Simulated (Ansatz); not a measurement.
input.yaml for Nb (Ansatz 0.2.0)

```yaml
crystal:
  lattice:
    - [-1.6588161896, 1.6588161896, 1.6588161896]
    - [1.6588161896, -1.6588161896, 1.6588161896]
    - [1.6588161896, 1.6588161896, -1.6588161896]
  atoms:
    - { symbol: Nb, position: [0.0, 0.0, 0.0] }
basis:
  ecutwfc: 300
  ecutrho_ratio: 3
kpoints:
  mp_grid: { grid: [9, 5, 1], shift: [0.5, 0.5, 0.5] }
hamiltonian:
  xc: pbe
scf:
  occupations: { method: gaussian, width: 0.1 }
  lower_state_search: "off"
  mixing: { algorithm: msr1, beta: 0.61, ndim: 20 }
  convergence: { dr2_threshold: "1e-6 eV" }
  max_iter: 67
output:
  forces: true
  stress: true
  eigenvalues: true
  dos: {}
  populations: true
```

Command:

```bash
ansatz run input.yaml --threads 1 --pin off --max-ram 1331MiB --backend cpu --events-out ev --progress --plain --runs-dir out
```

From the log (HF is the Harris–Foulkes energy, dr2 the density residual in eV):

```text
Warning: basis.ecutwfc = 300 eV is below the records' recommended 420 eV, and the density's cutoff is lower with it unless basis.ecutrho_ratio is high enough to keep the records' density cutoff: compare with a run at a higher cutoff
Warning: basis.ecutrho_ratio = 3 (ecutrho = 900 eV) is below the records' recommended 1680 eV
Warning: crystal.symmetry: narrowed to the stabiliser of the k-point mesh — unitary ops 48 → 2; excluded 46 operations that carry a point of the 9×5×1 mesh (shift [0.5, 0.5, 0.5]) off the mesh (the run samples exactly the mesh kpoints.mp_grid names, as under crystal.symmetry.detect: false, and its converged state has the mesh's symmetry, not the crystal's …
Warning: scf.convergence.dr2_threshold = 1e-6 eV is looser than this run's default, which is 1e-7 eV or tighter. The error in the forces grows as the threshold's square root, so leave the key out unless less accurate forces are enough
Warning: output.stress: scf.convergence.dr2_threshold = 1e-6 eV is looser than the 1e-10 eV advised for a printed stress (1e-10 eV for each atom of the cell: 1). What an SCF threshold leaves in a stress goes as its square root, and in the free energy as the threshold itself …
Pseudopotential: Nb, paw, valence charge 13, recommended cutoff 420 eV (normal)
Crystal: 1 atom, lattice volume = 18.258 Å³
Basis set: ecut = 300 eV, 201 PW (Γ), exchange–correlation on 32×32×32 points (8 copies of the dense FFT grid, shifted against one another)
Bands: 11, of which v1, the nominal top of the filled ones, is band 7 counted from 1 (6 counted from 0)
Symmetry: 2 space group operations
k-points: 23 of 45
Initial density: superposition of atomic densities, corrected by the library's trained network
SCF iter   1: HF=-4553.269905 eV  Δρ=5.96e-2  dr2=2.92e-1
SCF iter   2: HF=-4553.238768 eV  Δρ=2.40e-2  dr2=3.72e-2
SCF iter   3: HF=-4553.245758 eV  Δρ=2.77e-3  dr2=1.14e-3
SCF iter   4: HF=-4553.245536 eV  Δρ=5.02e-4  dr2=3.76e-5
SCF iter   5: HF=-4553.245527 eV  Δρ=1.08e-4  dr2=6.74e-7
SCF iter   6: F=-4553.245529 eV  HF=-4553.245529 eV  Δρ=1.33e-5  dr2=1.24e-8
SCF 1 converged in 6 iterations: F = -4553.245529 eV  dr2 = 1.24e-8
SCF converged after 6 iterations
Free energy (F): -4553.245529 eV
E sigma→0 (E₀):  -4553.242509 eV
Entropy (-TS):   -0.006038 eV (-6.038 meV/atom)
Fermi energy:    17.701989 eV
--- Forces (eV/Å), atoms counted from 1 ---
  atom   1  Nb     0.00000000     0.00000000     0.00000000
--- Stress (GPa, compression-positive) ---
      -40.995776     -11.900240      10.753765
      -11.900241     -39.383840       9.284681
       10.753769       9.284683     -39.059055
  P = ⅓ Tr σ = -39.8129 GPa (-398.129 kbar)
```

The inputs are trials, many of them unsound on purpose. Their numbers show the effect of the settings and aren't properties of the material.